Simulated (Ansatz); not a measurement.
AlNi: strain energy, fitted

AlNi, P4/mmm, a = 2.859 Å, c = 2.869 Å. The structure is a Materials Project entry; whether it is the stable form wasn't checked. Ansatz: PBEsol, PAW, 420 eV, Γ-centred 14×14×14 mesh on 2 atoms, Gaussian smearing 0.10 eV; no spin polarisation. Series: strain along c alone, the other axes held, atoms fixed by symmetry; x is the strain in per cent. y is the free energy over the unstrained cell, V0 = 11.724 Å³/atom.

| x (%) | y (meV/atom) |
| --- | --- |
| -3.0 | ? |
| -2.0 | 3.04 |
| -1.0 | 0.70 |
| 0.0 | 0.00 |
| 1.0 | 0.87 |
| 2.0 | 3.28 |
| 3.0 | 7.15 |

**Question.** Fit y = c2 x² + c3 x³ to the other rows, turn c2 into a modulus, and predict the missing energy.

**Answer.** Least squares on the rows shown. y = 0.7782 x² + 0.007034 x³. In eV per unit strain² c2 is 7.782; this is C33 with relaxed ions (E = ½ C33 V0 ε²): 2 × 7.782 × 160.2 / (11.724) = 213 GPa. The unstrained cell keeps some stress along the strain, worth a slope of 0.09 meV/atom per %, which the form leaves out. With a term in x⁴ added, the coefficient of x² becomes 0.8184, 5 % more, which shows how far this figure hangs on the form. At x = -3.0 the fit asked for gives 6.81 meV/atom. The run gave 7.15 meV/atom, so the fit is 0.34 meV/atom too low, 4.8 % of the span of the series, against an rms of 0.07 meV/atom on the fitted rows. The row lies outside the fitted range. With a term in x⁴ added, a fit to the same known rows predicts 6.32 meV/atom, further off still.